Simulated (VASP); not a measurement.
# SnSe (Fm-3m) in VASP: Born charges and dielectric tensor with LDA

Aim: the Born charges and dielectric tensor of SnSe with LDA.

All numbers are computed with VASP 6.6.1; they aren't measurements. Logs are shortened: lines on timing, memory, paths and dates and some standing lists are left out, and cuts for length are marked.

## (1) The structure

The structure is cubic, space group Fm-3m (No. 225). Conventional cell: a = 6.021 Å, b = 6.021 Å, c = 6.021 Å, α = 90.00°, β = 90.00°, γ = 90.00°. Sn (site symmetry m-3m) is surrounded by 6 Se at 3.01 Å. Se (site symmetry m-3m) has 6 Sn at 3.01 Å as nearest neighbours.

Measurements of this composition are mostly on another form, of space group No. 62.

## (2) Born charges and dielectric tensor, LDA

The input, INCAR:

```
SYSTEM = SnSe
  PREC = Accurate
  ENCUT = 600
  EDIFF = 1E-8
  ISMEAR = 0
  SIGMA = 0.02
  LREAL = .False.
  LASPH = .True.
  NELM = 100
  ALGO = Normal
  ISIF = 2
  LWAVE = .False.
  LCHARG = .False.
  GGA = CA
  LEPSILON = .True.
  IBRION = 8
  NSW = 1
```

The input, KPOINTS:

```
Automatic mesh
0
Gamma
  10 10 10
  0 0 0
```

The input, POSCAR:

```
SnSe
1.0
    0.0000000000      3.0104337100      3.0104337100
    3.0104337100      0.0000000000      3.0104337100
    3.0104337100      3.0104337100      0.0000000000
Sn Se
1 1
Direct
    0.0000000000      0.0000000000      0.0000000000
    0.5000000000      0.5000000000      0.5000000000
```

Potentials or basis: VASP PAW LDA potentials, release 64 (Sn_d, Se).

Launch:

```console
cat potpaw_LDA.64/Sn_d/POTCAR potpaw_LDA.64/Se/POTCAR > POTCAR
mpirun -np 1 vasp_std > vasp.out
```

OUTCAR:

```text
SYSTEM = SnSe
   PREC = Accurate
   ENCUT = 600
   EDIFF = 1E-8
   ISMEAR = 0
   LREAL = .False.
   LASPH = .True.
   NELM = 100
   ISIF = 2
   GGA = CA
   LEPSILON = .True.
   IBRION = 8
   NSW = 1

 ion  position               nearest neighbor table
   1  0.000  0.000  0.000-   2 3.01   2 3.01   2 3.01   2 3.01   2 3.01   2 3.01
   2  0.500  0.500  0.500-   1 3.01   1 3.01   1 3.01   1 3.01   1 3.01   1 3.01

  LATTYP: Found a face centered cubic cell.
 ALAT       =     6.0208674200

  Lattice vectors:

 A1 = (   0.0000000000,   3.0104337100,   3.0104337100)
 A2 = (   3.0104337100,   0.0000000000,   3.0104337100)
 A3 = (   3.0104337100,   3.0104337100,   0.0000000000)

Analysis of symmetry for initial positions (statically):
=====================================================================
 Subroutine PRICEL returns:
 Original cell was already a primitive cell.

 Routine SETGRP: Setting up the symmetry group for a
 face centered cubic supercell.

 Subroutine GETGRP returns: Found 48 space group operations
 (whereof 48 operations were pure point group operations)
 out of a pool of 48 trial point group operations.

The static configuration has the point symmetry O_h .

Analysis of symmetry for dynamics (positions and initial velocities):
=====================================================================
 Subroutine PRICEL returns:
 Original cell was already a primitive cell.

 Routine SETGRP: Setting up the symmetry group for a
 face centered cubic supercell.

 Subroutine GETGRP returns: Found 48 space group operations
 (whereof 48 operations were pure point group operations)
 out of a pool of 48 trial point group operations.

The dynamic configuration has the point symmetry O_h .

 Subroutine INISYM returns: Found 48 space group operations
 (whereof 48 operations are pure point group operations),
 and found     1 'primitive' translations

----------------------------------------------------------------------------------------

                                     Primitive cell

  volume of cell :      54.5654

  direct lattice vectors                    reciprocal lattice vectors
     0.000000000  3.010433710  3.010433710    -0.166089025  0.166089025  0.166089025
     3.010433710  0.000000000  3.010433710     0.166089025 -0.166089025  0.166089025
     3.010433710  3.010433710  0.000000000     0.166089025  0.166089025 -0.166089025

  length of vectors
     4.257396181  4.257396181  4.257396181     0.287674630  0.287674630  0.287674630

  position of ions in fractional coordinates (direct lattice)
     0.000000000  0.000000000  0.000000000
     0.500000000  0.500000000  0.500000000

  ion indices of the primitive-cell ions
   primitive index   ion index
                 1           1
                 2           2

----------------------------------------------------------------------------------------

 KPOINTS: Automatic mesh

Automatic generation of k-mesh.
 Grid dimensions read from file:
 generate k-points for:   10   10   10

[... 559 lines left out ...]

 Free energy of the ion-electron system (eV)
  ---------------------------------------------------
  ---------------------------------------------------
  free energy    TOTEN  =        -5.59422139 eV

  energy without entropy =       -5.59422139

------------------------ aborting loop because EDIFF is reached ----------------------------------------

--------------------------------------- Ionic step        2  -------------------------------------------

------------------------ aborting loop because EDIFF is reached ----------------------------------------

--------------------------------------- Ionic step        3  -------------------------------------------

------------------------ aborting loop because EDIFF is reached ----------------------------------------

 PIEZOELECTRIC TENSOR FIELD DIRECTION 3  (e Angst)
 -----------------------------------------------------------------------------
     0.02321  0.00000  0.00000           (  0.00000  0.00000  0.00000)
     0.00000  0.02321  0.00000           (  0.00000  0.00000 -0.00000)
     0.00000  0.00000 -0.01893           (  0.00000 -0.00000  0.00000)

 PIEZOELECTRIC TENSOR FIELD DIRECTION 3  (C/m^2)
 -----------------------------------------------------------------------------
     0.00681  0.00000  0.00000
     0.00000  0.00681  0.00000
     0.00000  0.00000 -0.00556

--------------------------------------- Ionic step        4  -------------------------------------------

------------------------ aborting loop because EDIFF is reached ----------------------------------------

[... ionic steps 5 to 6 ...]

--------------------------------------- Ionic step        7  -------------------------------------------

 Free energy of the ion-electron system (eV)
  ---------------------------------------------------
  ---------------------------------------------------
  free energy    TOTEN  =        -0.08418524 eV

  energy without entropy =       -0.08418524

------------------------ aborting loop because EDIFF is reached ----------------------------------------

 INTERNAL STRAIN TENSOR  FOR ION    2  DIRECTION 1   (eV/Angst):
 -----------------------------------------------------------------------------
    -0.00076 -0.00000 -0.00000
    -0.00000  0.00309 -0.00000
    -0.00000 -0.00000  0.00309

 MACROSCOPIC STATIC DIELECTRIC TENSOR (including local field effects in DFT)
 ------------------------------------------------------
          36.753272    -0.000000     0.000000
           0.000000    36.753272     0.000000
          -0.000000    -0.000000    36.753272
 ------------------------------------------------------

 PIEZOELECTRIC TENSOR (including local field effects)  for field in x, y, z        (e  Angst)
          XX          YY          ZZ          XY          YZ          ZX
  --------------------------------------------------------------------------------
  x     0.00000     0.00000     0.00000     0.00000     0.00000     0.00000
  y     0.00000     0.00000     0.00000     0.00000     0.00000     0.00000
  z     0.00000     0.00000     0.00000     0.00000     0.00000     0.00000

 PIEZOELECTRIC TENSOR (including local field effects)  for field in x, y, z        (C/m^2)
          XX          YY          ZZ          XY          YZ          ZX
  --------------------------------------------------------------------------------
  x     0.00000     0.00000     0.00000     0.00000     0.00000     0.00000
  y     0.00000     0.00000     0.00000     0.00000     0.00000     0.00000
  z     0.00000     0.00000     0.00000     0.00000     0.00000     0.00000

 BORN EFFECTIVE CHARGES (including local field effects) (in |e|, cummulative output)
 ---------------------------------------------------------------------------------
 ion    1
    1     5.81427     0.00000     0.00000
    2     0.00000     5.81427     0.00000
    3     0.00000     0.00000     5.81427
 ion    2
    1    -5.81427     0.00000     0.00000
    2     0.00000    -5.81427     0.00000
    3     0.00000     0.00000    -5.81427

 INTERNAL STRAIN TENSOR FOR ION    2 for displacements in x,y,z  (eV/Angst):
          X           Y           Z          XY          YZ          ZX
  --------------------------------------------------------------------------------
  x     0.00000     0.00000     0.00000     0.00000     0.00000     0.00000
  y     0.00000     0.00000     0.00000     0.00000     0.00000     0.00000
  z     0.00000     0.00000     0.00000     0.00000     0.00000     0.00000

 SECOND DERIVATIVES (NOT SYMMETRIZED)
 ------------------------------------
               1X          1Y          1Z          2X          2Y          2Z
  1X     0.263188    0.000000    0.000000   -0.263188    0.000000    0.000000
  1Y     0.000000    0.263188    0.000000    0.000000   -0.263188    0.000000
  1Z     0.000000    0.000000    0.263188    0.000000    0.000000   -0.263188
  2X    -0.269511    0.000000    0.000000    0.269511    0.000000    0.000000
  2Y     0.000000   -0.269511    0.000000    0.000000    0.269511    0.000000
  2Z     0.000000    0.000000   -0.269511    0.000000    0.000000    0.269511

 Eigenvectors and eigenvalues of the dynamical matrix
 ----------------------------------------------------

   1 f  =    0.006803 THz     0.042747 2PiTHz    0.226938 cm-1     0.028137 meV
             X         Y         Z           dx          dy          dz
      0.000000  0.000000  0.000000     0.013034    0.424663   -0.652466
      3.010434  3.010434  3.010434     0.010505    0.342259   -0.525859
[... 21 lines left out ...]
   6 f/i=    1.173073 THz     7.370637 2PiTHz   39.129516 cm-1     4.851439 meV
             X         Y         Z           dx          dy          dz
      0.000000  0.000000  0.000000     0.000000    0.000000   -0.627518
      3.010434  3.010434  3.010434     0.000000   -0.000000    0.778602

--------------------------------------------------------------------------------------------------------

 MACROSCOPIC STATIC DIELECTRIC TENSOR IONIC CONTRIBUTION
 ------------------------------------------------------
           0.000000     0.000000     0.000000
           0.000000     0.000000     0.000000
           0.000000     0.000000     0.000000
 ------------------------------------------------------

 ELASTIC MODULI CONTR FROM IONIC RELAXATION (kBar)
 Direction    XX          YY          ZZ          XY          YZ          ZX
 --------------------------------------------------------------------------------
 XX           0.0000      0.0000      0.0000      0.0000      0.0000      0.0000
 YY           0.0000      0.0000      0.0000      0.0000      0.0000      0.0000
 ZZ           0.0000      0.0000      0.0000      0.0000      0.0000      0.0000
 XY           0.0000      0.0000      0.0000      0.0000      0.0000      0.0000
 YZ           0.0000      0.0000      0.0000      0.0000      0.0000      0.0000
 ZX           0.0000      0.0000      0.0000      0.0000      0.0000      0.0000
 --------------------------------------------------------------------------------

 PIEZOELECTRIC TENSOR IONIC CONTR  for field in x, y, z        (C/m^2)
          XX          YY          ZZ          XY          YZ          ZX
  --------------------------------------------------------------------------------
  x     0.00000     0.00000     0.00000     0.00000     0.00000     0.00000
  y     0.00000     0.00000     0.00000     0.00000     0.00000     0.00000
  z     0.00000     0.00000     0.00000     0.00000     0.00000     0.00000
```

Run time: 15 min. Hardware: 1 thread of Intel Xeon Platinum 8259CL at 2.50GHz (Skylake/Cascade Lake), shared host; peak memory 0.42 GiB.

Results:

```
Band gap on the k mesh                                  : 0.52 eV, indirect (least direct gap 0.63 eV)
Electronic dielectric tensor (diagonal)                 : 36.75
Born charges (mean of the diagonal)                     : Sn +5.81; Se -5.81 e
Highest phonon frequency at Γ, LO-TO splitting left out : 0 cm⁻¹
Most unstable mode                                      : 39i cm⁻¹
```

Phonon frequencies in cm⁻¹ (negative: imaginary):
```
              q point        frequencies
(0.000, 0.000, 0.000)  -39 -39 -39 0 0 0
```

Electronic dielectric tensor:
```
36.75  0.00  0.00
 0.00 36.75  0.00
 0.00  0.00 36.75
```

Born effective charge tensors (e):
atom 1, Sn
```
5.81 0.00 0.00
0.00 5.81 0.00
0.00 0.00 5.81
```
atom 2, Se
```
-5.81  0.00  0.00
 0.00 -5.81  0.00
 0.00  0.00 -5.81
```

Caveat: the gap is small at this level, which inflates the dielectric constant; some modes are imaginary; spin-orbit coupling is left out, which moves the levels of the heavy elements.
